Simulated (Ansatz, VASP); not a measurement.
**Two plane-wave programs on NaCl**

The input INCAR:

```
ALGO = Normal ; EDIFF = 1E-6
ENCUT = 520 ; GGA = PE
ISIF = 2 ; ISMEAR = 0
LASPH = True ; LCHARG = True
LELF = True ; LREAL = False
LVHAR = True ; LWAVE = False
NBANDS = 14 ; NELM = 100
PREC = Accurate ; SIGMA = 0.02
```

Contents of KPOINTS:

```
k-points
0
Gamma
  6 6 6
```

POSCAR

```
NaCl
1.0
    3.5737475181      0.0000000000      0.0000000000
    0.0000000000      3.5737475181      0.0000000000
    0.0000000000      0.0000000000      3.5737475181
Na Cl
1 1
Direct
    0.0000000000      0.0000000000      0.0000000000
    0.5000000000      0.5000000000      0.5000000000
```

Input for Ansatz:

```yaml
crystal:
  lattice:
    - [3.5737475181, 0.0, 0.0]
    - [0.0, 3.5737475181, 0.0]
    - [0.0, 0.0, 3.5737475181]
  atoms:
    - { symbol: Na, position: [0.0, 0.0, 0.0] }
    - { symbol: Cl, position: [0.5, 0.5, 0.5] }
basis:
  ecutwfc: 420
kpoints:
  mp_grid: { grid: [6, 6, 6] }
hamiltonian:
  xc: pbe
scf:
  occupations: { method: gaussian, width: 0.02 }
output:
  forces: true
  stress: true
  eigenvalues: true
```

Alike in both runs: task single point; functional PBE; k mesh 6 × 6 × 6; occupations gaussian, width 0.02 eV; no spin polarisation.

|  | VASP | Ansatz |
| --- | --- | --- |
| version | VASP 6.6.1 | Ansatz 0.2.0 |
| potentials or method | VASP PAW PBE potentials, release 64 (Na_pv, Cl) | scalar-relativistic, plane waves, PAW |
| plane-wave cutoff (eV) | 520 | 420 |
| valence electrons in the cell | 14 | 16 |

```csv
,VASP,Ansatz,Ansatz less VASP
gap on the k mesh at the Fermi level (eV),3.79,3.79,0.000
least direct gap on the mesh (eV),4.23,4.23,0.000
pressure (GPa),-1.3,-1.3,+0.04
```

The two sets of potentials don't hold the same shells in valence.

A k mesh can miss the band edges. Expect the measured gap to be larger: semilocal functionals such as PBE lack the derivative discontinuity.
